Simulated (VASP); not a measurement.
AlH3, 8 atoms in the cell. Symmetry: P4/mbm, No. 127, tetragonal system. The conventional cell has a = 4.717 Å, b = 4.717 Å, c = 3.430 Å, α = 90.00°, β = 90.00°, γ = 90.00°. Around Al (site symmetry 4/m) lie 6 H at 1.71 to 1.72 Å. H (site symmetry m2m) is surrounded by 2 Al at 1.72 Å. H (site symmetry 4/m) has 2 Al at 1.71 Å as nearest neighbours. The cell was built by a generator and needn't be a form met in nature.

* Program: VASP 6.6.1
* Task: single point
* Functional: PBE
* Potentials or basis: VASP PAW PBE potentials, release 64 (Al, H)
* Cutoff: 520 eV
* k mesh: 6 × 6 × 8
* Occupations: gaussian, width 0.02 eV
* Spin: no spin polarisation
* Dipole correction: no
* Further INCAR settings: ALGO = Normal; EDIFF = 1e-06; NBANDS = 16

Potentials or basis: VASP PAW PBE potentials, release 64 (Al, H).

The run is started by

```bash
$ cat potpaw_PBE.64/Al/POTCAR potpaw_PBE.64/H/POTCAR > POTCAR
$ mpirun -np 1 vasp_std > vasp.out
```

Hardware: 1 thread of AMD EPYC 9R45 (Zen 5), on a shared host.

Task: How long does it take, and how much memory?

Result: Wall time 29 s on 1 thread of AMD EPYC 9R45 (Zen 5), with other jobs on the host, peak memory 0.16 GiB. Counts: scf iterations 13, k points 50.
